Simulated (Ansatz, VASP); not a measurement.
# Fe in VASP and in Ansatz

```xyz
4
Lattice="3.6676 0.0000 0.0000 -1.8338 3.1762 0.0000 0.0000 0.0000 4.2321" Properties=species:S:1:pos:R:3 pbc="T T T"
Fe    0.0000    0.0000    1.0580
Fe    0.0000    0.0000    3.1741
Fe    0.0000    2.1175    3.1741
Fe    1.8338    1.0587    1.0580
```

Alike in both runs: task relaxation of cell and atoms; functional r2SCAN; k mesh 6 × 6 × 4; occupations gaussian, width 0.1 eV; no spin polarisation.

|  | VASP | Ansatz |
| --- | --- | --- |
| version | VASP 6.6.1 | Ansatz 0.2.0 |
| potentials or method | VASP PAW PBE potentials, release 64 (Fe) | scalar-relativistic, plane waves, PAW |
| plane-wave cutoff (eV) | 600 | 500 |
| valence electrons in the cell | 32 | 64 |

```csv
,VASP,Ansatz,Ansatz less VASP
"gap on the k mesh at the Fermi level, each at its own relaxed structure (eV)",none,none,-
relaxed volume (Å³/atom),12.26,12.28,+0.026
relaxed cell length with the largest relative difference (Å),4.220,4.195,-0.0251
```

A gap of «none» marks a metal or a gap that the smearing closes. The two sets of potentials don't hold the same shells in valence.

Caveats: the k mesh is coarse (spacing up to 0.37 Å⁻¹), so the values aren't converged; the bands computed are all filled at some k points, so no gap is given; the PAW data sets were made with another functional, which shifts forces and pressure a little (VASP); the run has no spin polarisation, though such a crystal can be magnetic. Spin polarisation is off, so any magnetic state and its effect on volume and gap are missing.
